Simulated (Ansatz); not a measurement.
Stiffness of CoO from strained cells

```yaml
crystal:
  lattice:
    - [0.00000, 2.13150, 2.13150]
    - [2.13150, 0.00000, 2.13150]
    - [2.13150, 2.13150, 0.00000]
  atoms:
    - { symbol: Co, position: [0.00000, 0.00000, 0.00000] }
    - { symbol: O, position: [0.50000, 0.50000, 0.50000] }
```

Atoms are numbered in the order listed.

The cell is COD entry 1533087, as deposited and not checked against the literature; nothing was relaxed.

Semilocal functionals without U often leave such compounds metallic or with too small a gap, and the real magnetic order may differ.

Other magnetic orders may lie lower; this is the state that the run reached.

Level of theory: Ansatz 0.2.0, DFT, PBE, all-electron LAPW, scalar-relativistic.

Sampling and basis: a Γ-centred 15×15×15 k mesh, Fermi–Dirac smearing of 0.05 eV, basis error target 0.5 meV/atom, spin-polarised from start moments Co1 2 μB.

The unstrained cell is at -1.82 GPa. Large strains and very small stresses are left out. Each strain is applied once, with fractional coordinates held (clamped ions), and σ below is the change of stress, positive in tension. One finite strain gives stress–strain coefficients at this pressure with an error of the order of the strain times third-order constants, a few per cent for each per cent of strain. In a metal the k mesh adds noise of tens of per cent to soft shears.

Task: Estimate the stiffness probed by this change, and the stress that it gives: equal xy, yz and zx engineering shear strains of +1 %.

Result: σxy = -0.38 GPa and γxy = 2εxy = 0.0100, so C44 (clamped ions) = σxy/γxy = -38 GPa. It is negative: the cell is unstable to this strain.

Task: With equal xy, yz and zx engineering shear strains of +1.5 %, the run gives σxy = -0.72 GPa and γxy = 2εxy = 0.0150. Which stiffness follows?

Result: C44 (clamped ions) = σxy/γxy = -48 GPa. It is negative: the cell is unstable to this strain.

Task: The two estimates of C44 (clamped ions) differ. Why, and which value is best?

Result: Finite strains add third-order terms, and in a metal the k mesh adds noise; two strains on one mesh can't tell these apart, so neither value is shown to be the better.
